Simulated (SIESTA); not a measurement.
The system is SnO2 (Cassiterite).

```
Sn O
1.0
     4.73800    0.00000    0.00000
     0.00000    4.73800    0.00000
     0.00000    0.00000    3.18650
Sn O
2 4
Cartesian
  2.3690 2.3690 1.5933
  0.0000 0.0000 0.0000
  3.8240 0.9140 1.5933
  3.2830 3.2830 0.0000
  0.9140 3.8240 1.5933
  1.4550 1.4550 0.0000
```

Program: SIESTA 5.4.2. Alike in all runs: task band structure; cell as given; smearing fermi-dirac 0.05 eV; grid cutoff 800 Ry. Hardware: 1 thread of Arm Neoverse V1, on a shared host.

Problem. Order these runs on this cell by their wall time, lowest first.
A. level PBEsol; potentials or basis PseudoDojo 0.4 standard (PBEsol files), DZP (energy shift 0.002 Ry); spin off; k mesh 6 × 6 × 8; energy shift 0.002 Ry
B. level PBE; potentials or basis PseudoDojo 0.4 standard (PBE files, fully relativistic), TZP (energy shift 0.002 Ry); spin non-collinear, zero start, SOC; k mesh 4 × 4 × 6; energy shift 0.002 Ry
C. level PBE; potentials or basis PseudoDojo 0.4 standard (PBE files), TZ (energy shift 0.005 Ry); spin off; k mesh 6 × 6 × 8; energy shift 0.005 Ry

Solution. C (72 s), A (210 s), B (940 s).

Caveats: the basis has no polarisation orbitals (some runs).

Not every run made on this cell is shown here.
